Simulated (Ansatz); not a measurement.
# Ga: equation of state with PBEsol

The system is Ga.

```
Ga
1.0
     1.38300   -4.02650    0.00000
     1.38300    4.02650    0.00000
    -0.11745    0.00000    3.32993
Ga
2
Direct
  0.13100 0.86900 0.75000
  0.86900 0.13100 0.25000
```

This isn't the form of Ga at room conditions, which is orthorhombic.

- Program: Ansatz 0.2.0
- Task: equation of state
- Functional: PBEsol
- Potentials or basis: Ansatz PAW
- Cutoff: 420 eV
- Density cutoff: 1680 eV
- k mesh: 10 × 10 × 8
- Occupations: fermi-dirac, width 0.05 eV
- Spin: no spin polarisation

```yaml
Equilibrium_volume: 17.92 Å³/atom
Bulk_modulus_at_fixed_shape_and_positions: 63 GPa
Pressure_derivative_of_the_bulk_modulus: 5.6
```

Energy against volume, from the lowest point:
| volume (Å³/atom) | energy (meV/atom) |
| --- | --- |
| 17.431 | 2.59 |
| 17.801 | 0.00 |
| 18.172 | 0.54 |
| 18.543 | 3.84 |
| 18.914 | 9.54 |
| 19.285 | 17.34 |
| 19.656 | 26.93 |

All runs of the series together: 88 s on 2 threads of Intel(R) Xeon(R) Processor @ 2.50GHz (Skylake/Cascade Lake) (shared host).

Caveat: the cell was scaled at fixed shape and fractional positions, which overstates the stiffness of a crystal with free parameters, most of all of layers and chains.
